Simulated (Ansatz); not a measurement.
# Ge: strain energy, fitted

Ge, Fd-3m, a = 5.760 Å. Ansatz: PBE, PAW, 420 eV, Γ-centred 14×14×10 mesh on 4 atoms, Gaussian smearing 0.10 eV; no spin polarisation. Series: uniaxial strain along c, with a, b and atoms relaxed; x is the strain in per cent. The axes a, b, c are those of the computed cell (4.073, 4.073, 5.760 Å), along [1 1 0], [-1 1 0], [0 0 1] of the cell named above. y is the free energy over the unstrained cell, V0 = 23.883 Å³/atom.

| x (%) | y (meV/atom) |
| --- | --- |
| -6.0 | 22.35 |
| -4.0 | 10.10 |
| -2.0 | ? |
| 0.0 | 0.00 |
| 2.0 | 2.47 |
| 4.0 | 9.94 |
| 6.0 | 22.27 |

Q: Fit y = c2 x² + c3 x³ to the other rows, turn c2 into a modulus, and predict the missing energy.

A: Least squares on the rows shown. y = 0.62078 x² − 0.00027199 x³. In eV per unit strain² c2 is 6.208; this is Young's modulus along the axis (E = ½ Y V0 ε²): 2 × 6.208 × 160.2 / (23.883) = 83 GPa. At x = -2.0 the fit asked for gives 2.49 meV/atom. The run gave 2.57 meV/atom, so the fit is 0.08 meV/atom too low, within twice the rms miss on the fitted rows (0.07 meV/atom).